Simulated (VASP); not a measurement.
Set up this calculation in VASP 6.6.1, as the native input.

```yaml
Task: relaxation of cell and atoms
Functional: PBE
Potentials_or_basis: VASP PAW PBE potentials, release 64 (Ca_sv, O)
Cutoff: 520 eV
k_mesh: 10 × 10 × 10
Occupations: gaussian, width 0.1 eV
Spin: no spin polarisation
Further_INCAR_settings: ALGO = Normal; EDIFF = 1e-07; IBRION = 2; POTIM = 0.3; EDIFFG = -0.005; NSW = 60; ISIF = 3
```

The structure of CaO lies in POSCAR:

```
CaO                                     
1.0
    0.0000000000      2.4195635177      2.4195635177
    2.4195635177      0.0000000000      2.4195635177
    2.4195635177      2.4195635177      0.0000000000
  Ca              O             
     1     1
Direct
     0.0000000000000000    0.0000000000000000    0.0000000000000000
     0.5000000000000000    0.5000000000000000    0.5000000000000000
```

One way to write it, as run:

INCAR

```
SYSTEM = CaO
ALGO = Normal ; EDIFF = 1E-7
EDIFFG = -0.005 ; ENCUT = 520
GGA = PE ; IBRION = 2
ISIF = 3 ; ISMEAR = 0
LASPH = .TRUE. ; LCHARG = .FALSE.
LREAL = .FALSE. ; LWAVE = .FALSE.
NELM = 120 ; NSW = 60
POTIM = 0.3 ; PREC = Accurate
SIGMA = 0.1
```

KPOINTS

```
k-points
0
G
  10 10 10
  0 0 0
```

Potentials or basis: VASP PAW PBE potentials, release 64 (Ca_sv, O).

Run with:

```sh
$ cat potpaw_PBE.64/Ca_sv/POTCAR potpaw_PBE.64/O/POTCAR > POTCAR
$ mpirun -np 1 vasp_std > vasp.out
```

Results of the run:

```yaml
Pressure_after_relaxing: 0.0 GPa
Band_gap_on_the_k_mesh: 3.64 eV, indirect (least direct gap 4.02 eV)
```

Caveat: the relaxation stopped at its first step, so nothing moved.

Run time: 9.6 s on 1 thread of AMD EPYC 9R45 96-Core Processor (Zen 5) (shared host), peak memory 0.13 GiB.
